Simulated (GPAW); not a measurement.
Input of a GPAW 26.7.0 run:

File run.py:

```python
from ase import Atoms
from ase.dft.bandgap import bandgap
from ase.io import write
from ase.units import GPa
from gpaw import GPAW, PW

atoms = Atoms(['Al', 'Al', 'N', 'N'],
              cell=[[3.113, 0.0, 0.0],
                    [-1.5565, 2.695937082, 0.0],
                    [0.0, 0.0, 4.981]],
              scaled_positions=[[0.6666666667, 0.3333333333, 0.5],
                                [0.3333333333, 0.6666666667, 0.0],
                                [0.6666666667, 0.3333333333, 0.88],
                                [0.3333333333, 0.6666666667, 0.38]],
              pbc=True)

calc = GPAW(mode=PW(600),
            xc='PBE',
            kpts={'size': (8, 8, 5), 'gamma': True},
            occupations={'name': 'fermi-dirac', 'width': 0.05},
            nbands=18,
            convergence={'density': 1e-05, 'energy': 1e-05},
            maxiter=80,
            txt='gpaw.txt')
atoms.calc = calc
energy = atoms.get_potential_energy()
forces = atoms.get_forces()
stress = atoms.get_stress()
calc.write('gs.gpw')
write('result.traj', atoms)
print(f'Energy: {energy:.6f} eV')
print('Forces (eV/A):')
print(forces.round(4))
print('Stress (GPa):', (stress / GPa).round(3))
print('Fermi level:', round(calc.get_fermi_level(), 4), 'eV')
print(f'Gap: {bandgap(calc)[0]:.4f} eV, direct: {bandgap(calc, direct=True)[0]:.4f} eV')
```

Potentials or basis: GPAW PAW data sets (gpaw-data 1.2.1), pw.

Launch:

```sh
$ OMP_NUM_THREADS=1 python run.py
```

Q: Estimate the band gap on the k mesh.

A: 4.20 eV, direct.

Q: Predict the largest force.

A: 0.133 eV/Å.

Q: Estimate the pressure.

A: -1.6 GPa.

Stress tensor (GPa, compression positive):
```
-2.13  0.00  0.00
 0.00 -2.13  0.00
 0.00  0.00 -0.58
```

Caveat: the cutoff is short for stress and forces, so pressures can be off by a GPa or more.

**What was measured.**

From “Structural and optical properties of self-assembled AlN nanowires grown on SiO2/Si substrates by molecular beam epitaxy”, 2024, arxiv:2402.00216, for a bulk crystal of AlN at 0 K: band gap 6.0343 eV (an exciton energy, a little under the gap).

Measured gap of AlN: 6.0343 eV (an exciton energy, a little under the gap; 0 K; quoted in “Structural and optical properties of self-assembled AlN nanowires grown on SiO2/Si substrates by molecular beam epitaxy”, 2024, arxiv:2402.00216). This calculation gives 4.20 eV (-1.84 eV). 2 values of this kind are on record (6.034 to 6.0343 eV); this one was drawn at random. The value is that of PBE, without temperature or zero-point motion. Semilocal functionals fall short of measured gaps as a rule.
